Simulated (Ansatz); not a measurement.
NiO:

```
Ni O
1.0
     0.00000    2.08590    2.08590
     2.08590    0.00000    2.08590
     2.08590    2.08590    0.00000
Ni O
1 1
Direct
  0.00000 0.00000 0.00000
  0.50000 0.50000 0.50000
```

Base run:

```yaml
Program: Ansatz 0.2.0
Functional: revPBE
Potentials_or_basis: Ansatz PAW
Cutoff: "420 eV (not typed: the program's choice for these potentials)"
k_mesh: 11 × 11 × 11
Occupations: fermi-dirac, width 0.05 eV
Spin: collinear spin, ferromagnetic start
Starting_moments: "[1.0, 0.0] μB"
```

Its results: band gap on the k mesh none (metal or under the smearing width); pressure 11.2 GPa; net moment 1.80 μB per cell; site moments Ni +1.46; O +0.29 μB.

Q: After a change of settings the same cell gave: band gap on the k mesh none (metal or under the smearing width); pressure 13.2 GPa; net moment 1.82 μB per cell; site moments Ni +1.47; O +0.29 μB. Which change was it?
A. functional from revPBE to RPBE
B. functional from revPBE to BLYP
C. functional from revPBE to HSE03; k mesh from 11 × 11 × 11 to 6 × 6 × 6

A: A.

Caveats: a cell with one magnetic atom can't hold antiferromagnetic order, which such compounds often take; semilocal functionals often make such compounds metallic where correlation or magnetic order opens a gap, which also shifts bond lengths; the PAW data sets come from PBE, with cores solved anew for the run's functional, which leaves a small shift of forces and pressure.

Runs at the PBE level aren't shown here.
